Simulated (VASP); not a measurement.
# Si (P6_3/mmc) in VASP: notebook, part 2 of 2

VASP 6.6.1. The steps go on from the part before.

## 4. Single point, PBE (the clean substrate in the cell of the map)

File INCAR:

```
SYSTEM = Si
PREC = Accurate
ENCUT = 520
EDIFF = 1E-7
ISMEAR = 0
SIGMA = 0.05
LREAL = .False.
LASPH = .True.
NELM = 100
ALGO = Fast
ISIF = 2
LWAVE = .False.
LCHARG = .False.
LDIPOL = .True.
IDIPOL = 3
DIPOL = 0.5 0.5 0.335
GGA = PE
NBANDS = 21
```

File KPOINTS:

```
regular mesh
0
Gamma
  9 9 1
  0 0 0
```

File POSCAR:

```
Si
1.0
    3.8512806261      0.0000000000      0.0000000000
   -1.9256403131      3.3353068593      0.0000000000
    0.0000000000      0.0000000000     22.5327139716
Si
6
Direct
    0.6666666667      0.3333333333      0.1775196723
    0.3333333333      0.6666666667      0.2130730340
    0.3333333333      0.6666666667      0.3187592658
    0.6666666667      0.3333333333      0.3526875901
    0.6666666667      0.3333333333      0.4598337302
    0.3333333333      0.6666666667      0.4896309422
```

Potentials or basis: VASP PAW PBE potentials, release 64 (Si).

The run is started by

```sh
> cat potpaw_PBE.64/Si/POTCAR > POTCAR
> mpirun -np 1 vasp_std > vasp.out
```

OUTCAR:

```text
SYSTEM = Si
   PREC = Accurate
   ENCUT = 520
   EDIFF = 1E-7
   ISMEAR = 0
   LREAL = .False.
   LASPH = .True.
   NELM = 100
   ISIF = 2
   GGA = PE

 ion  position               nearest neighbor table
   1  0.667  0.333  0.178-   2 2.36   2 2.36   2 2.36
   2  0.333  0.667  0.213-   1 2.36   1 2.36   1 2.36   3 2.38
   3  0.333  0.667  0.319-   4 2.35   4 2.35   4 2.35   2 2.38
   4  0.667  0.333  0.353-   3 2.35   3 2.35   3 2.35   5 2.41
   5  0.667  0.333  0.460-   6 2.32   6 2.32   6 2.32   4 2.41
   6  0.333  0.667  0.490-   5 2.32   5 2.32   5 2.32

  LATTYP: Found a hexagonal cell.
 ALAT       =     3.8512806261
 C/A-ratio  =     5.8507068581

  Lattice vectors:

 A1 = (   3.8512806261,   0.0000000000,   0.0000000000)
 A2 = (  -1.9256403131,   3.3353068593,   0.0000000000)
 A3 = (   0.0000000000,   0.0000000000,  22.5327139716)

Analysis of symmetry for initial positions (statically):
=====================================================================
 Subroutine PRICEL returns:
 Original cell was already a primitive cell.

 Routine SETGRP: Setting up the symmetry group for a
 hexagonal supercell.

 Subroutine GETGRP returns: Found  6 space group operations
 (whereof  6 operations were pure point group operations)
 out of a pool of 24 trial point group operations.

The static configuration has the point symmetry C_3v.

Analysis of symmetry for dynamics (positions and initial velocities):
=====================================================================
 Subroutine PRICEL returns:
 Original cell was already a primitive cell.

 Routine SETGRP: Setting up the symmetry group for a
 hexagonal supercell.

 Subroutine GETGRP returns: Found  6 space group operations
 (whereof  6 operations were pure point group operations)
 out of a pool of 24 trial point group operations.

The dynamic configuration has the point symmetry C_3v.

 Subroutine INISYM returns: Found  6 space group operations
 (whereof  6 operations are pure point group operations),
 and found     1 'primitive' translations

----------------------------------------------------------------------------------------

                                     Primitive cell

  volume of cell :     289.4373

  direct lattice vectors                    reciprocal lattice vectors
     3.851280626  0.000000000  0.000000000     0.259653891  0.149911244  0.000000000
    -1.925640313  3.335306859  0.000000000     0.000000000  0.299822488  0.000000000
     0.000000000  0.000000000 22.532713972     0.000000000  0.000000000  0.044379918

  length of vectors
     3.851280626  3.851280626 22.532713972     0.299822488  0.299822488  0.044379918

  position of ions in fractional coordinates (direct lattice)
     0.666666667  0.333333333  0.177519672
     0.333333333  0.666666667  0.213073034
     0.333333333  0.666666667  0.318759266
     0.666666667  0.333333333  0.352687590
     0.666666667  0.333333333  0.459833730
     0.333333333  0.666666667  0.489630942

  ion indices of the primitive-cell ions
   primitive index   ion index
                 1           1
                 2           2
                 3           3
                 4           4
[... 43 lines left out ...]
   k-points           NKPTS =     12   k-points in BZ     NKDIM =     12   number of bands    NBANDS=     21
   number of dos      NEDOS =    301   number of ions     NIONS =      6
   total plane-waves  NPLWV = 151200
   dimension x,y,z NGX =    30 NGY =   30 NGZ =  168
   dimension x,y,z NGXF=    60 NGYF=   60 NGZF=  336
   ions per type =               6
   NGX,Y,Z   is equivalent  to a cutoff of  12.95, 12.95, 12.40 a.u.
   NGXF,Y,Z  is equivalent  to a cutoff of  25.90, 25.90, 24.79 a.u.
 SYSTEM =  Si
   PREC   = accura    normal or accurate (medium, high low for compatibility)
   ISTART =      0    job   : 0-new  1-cont  2-samecut
   ICHARG =      2    charge: 1-file 2-atom 10-const
   ISPIN  =      1    spin polarized calculation?
   LNONCOLLINEAR =      F non collinear calculations
   LSORBIT =      F    spin-orbit coupling
   LASPH  =      T    aspherical Exc in radial PAW
   ENCUT  =  520.0 eV  38.22 Ry    6.18 a.u.   7.16  7.16 41.90*2*pi/ulx,y,z
   NELM   =    100;   NELMIN=  2; NELMDL= -5     # of ELM steps
   EDIFF  = 0.1E-06   stopping-criterion for ELM
   LREAL  =      F    real-space projection
   EDIFFG = 0.1E-05   stopping-criterion for IOM
   NSW    =      0    number of steps for IOM
   IBRION =     -1    ionic relax: 0-MD 1-quasi-New 2-CG
   NFREE  =      0    steps in history (QN), initial steepest desc. (CG)
   ISIF   =      2    stress and relaxation
   ISYM   =      2    0-nonsym 1-usesym 2-fastsym
   POTIM  = 0.5000    time-step for ionic-motion
   TEBEG  =    0.0;   TEEND  =   0.0 temperature during run
   PSTRESS=    0.0 pullay stress
   NELECT =      24.0000    total number of electrons
   NUPDOWN=      -1.0000    fix difference up-down
   EMIN   =  10.00;   EMAX   =-10.00  energy-range for DOS
   EFERMI =   0.00;   METHOD = LEGACY
   ISMEAR =     0;   SIGMA  =   0.05  broadening in eV -4-tet -1-fermi 0-gaus
   EFERMI_NEDOS =   21; number of points for ismear=-14 and -15
   IALGO  =     68    algorithm
   IMIX   =      4    mixing-type and parameters
     AMIX     =   0.40;   BMIX     =  1.00
     AMIX_MAG =   1.60;   BMIX_MAG =  1.00
  volume/ion in A,a.u.               =      48.24       325.54
  Fermi-wavevector in a.u.,A,eV,Ry     =   0.713883  1.349043  6.933924  0.509629
  Thomas-Fermi vector in A             =   1.801638
   LORBIT       =      0    0 simple, 1 ext, 2 COOP (PROOUT), +10 PAW based schemes
   GGA     = PE    functional components
   LHFCALC =     F    Hartree Fock is set to
   AEXX    =    0.0000 exact exchange contribution
   IVDW    =     0    specifies the selected vdW correction
   LEPSILON=     F    determine dielectric tensor
   LRPA    =     F    only Hartree local field effects (RPA)
 non-spin polarized calculation
 RMM-DIIS sequential band-by-band and
 Gauss-broadening in eV      SIGMA  =   0.05
  energy-cutoff  :      520.00
  volume of cell :      289.44
 maximum number of plane-waves:      7845
 NGX is ok and might be reduce to    30
   NGX = 15   NGY = 15   NGZ = 83

 dipolmoment           0.000000      0.000000      0.001573 electrons x Angstroem

 number of electron      24.0000002 magnetization

 dipolmoment           0.000000      0.000000     -0.013754 electrons x Angstroem

 Free energy of the ion-electron system (eV)
  ---------------------------------------------------
  ext. energy  EPLUGINS =         0.00000000
  ---------------------------------------------------
  free energy    TOTEN  =       -30.09513854 eV

  energy without entropy =      -30.09231559  energy(sigma->0) =      -30.09372707

 E-fermi :  -0.2865     XC(G=0):  -4.6071

 val. band max:       -0.3221048059   @ k =   0.2222   0.1111   0.0000
 cond. band min:      -0.1841554912   @ k =   0.2222   0.1111   0.0000
 fundamental gap:      0.1379493147
 Fermi energy:        -0.2864906368

 k-point     1 :       0.0000    0.0000    0.0000
  band No.  band energies     occupation
      1     -11.9941      2.00000
      2     -11.2041      2.00000
      3     -10.2819      2.00000
      4      -6.1556      2.00000
      5      -3.9249      2.00000
      6      -1.5444      2.00000
[... 277 lines left out ...]
     20       5.6210      0.00000
     21       5.7393      0.00000

------------------------ aborting loop because EDIFF is reached ----------------------------------------

 vacuum level on the upper side and lower side of the slab       (xc-potential included)        -0.166         0.024

  FORCE on cell =-STRESS in cart. coord.  units (eV):
  Direction    XX          YY          ZZ          XY          YZ          ZX
  --------------------------------------------------------------------------------------
  -------------------------------------------------------------------------------------
  Total        0.4600429      0.4600429     -0.3130818     -0.0000000      0.0000000     -0.0000000
  in kB        2.5465631      2.5465631     -1.7330615     -0.0000000      0.0000000     -0.0000000
  external PRESSURE =       1.1200216 kB  Pullay stress =       0.0000000 kB

 VOLUME and BASIS-vectors are now :
 -----------------------------------------------------------------------------
  energy-cutoff  :      520.00
  volume of cell :      289.44
      direct lattice vectors                 reciprocal lattice vectors
     3.851280626  0.000000000  0.000000000     0.259653891  0.149911244  0.000000000
    -1.925640313  3.335306859  0.000000000     0.000000000  0.299822488  0.000000000
     0.000000000  0.000000000 22.532713972     0.000000000  0.000000000  0.044379918

 POSITION                                       TOTAL-FORCE (eV/Angst)
 -----------------------------------------------------------------------------------
      1.92564      1.11177      4.00000         0.000000     -0.000000      0.571298
     -0.00000      2.22354      4.80111        -0.000000      0.000000     -0.657725
     -0.00000      2.22354      7.18251         0.000000      0.000000      0.102722
      1.92564      1.11177      7.94701        -0.000000     -0.000000     -0.002193
      1.92564      1.11177     10.36130         0.000000     -0.000000     -0.009694
     -0.00000      2.22354     11.03271         0.000000     -0.000000     -0.004408
 -----------------------------------------------------------------------------------
    total drift:                                0.000000     -0.000000     -0.000006

  FREE ENERGIE OF THE ION-ELECTRON SYSTEM (eV)
  ---------------------------------------------------
  free  energy   TOTEN  =       -30.0951385447 eV

  energy  without entropy=      -30.0923155853  energy(sigma->0) =      -30.09372707

 vacuum level on the upper side and lower side of the slab         4.219         4.413
```

It took 1.8 min on 1 thread of Intel Xeon 6975P-C (Granite Rapids), shared host; peak memory 0.39 GiB.

What came out:

| Quantity | Value |
| --- | --- |
| Free energy | -30.0951 eV |
| Largest force | 0.658 eV/Å |
| Band gap on the k mesh | none (metal or under the smearing width) |

Forces in eV/Å, atoms in the order of the input:
```
Si   0.000  0.000  0.571
Si   0.000  0.000 -0.658
Si   0.000  0.000  0.103
Si   0.000  0.000 -0.002
Si   0.000  0.000 -0.010
Si   0.000  0.000 -0.004
```

## 5. The runs side by side

| task | cell | k mesh | cutoff (eV) | smearing | dipole correction | gap on the mesh (eV) | pressure (GPa) |
| --- | --- | --- | --- | --- | --- | --- | --- |
| single point | P6_3/mmc, 20.44 Å³/atom | 12 × 12 × 6 | 520 | gaussian 0.02 eV | no | 0.45 | -0.1 |
| relaxation of cell and atoms | relaxed | 12 × 12 × 6 | 600 | gaussian 0.02 eV | no | 0.45 | 0.0 |
| single point | the clean substrate in the cell of the map | 9 × 9 × 1 | 520 | gaussian 0.05 eV | yes | none | - |

Alike in all rows: level PBE; potentials or basis VASP PAW PBE potentials, release 64 (Si); no spin polarisation.

Absolute energies hang on the potentials; compare differences alone.
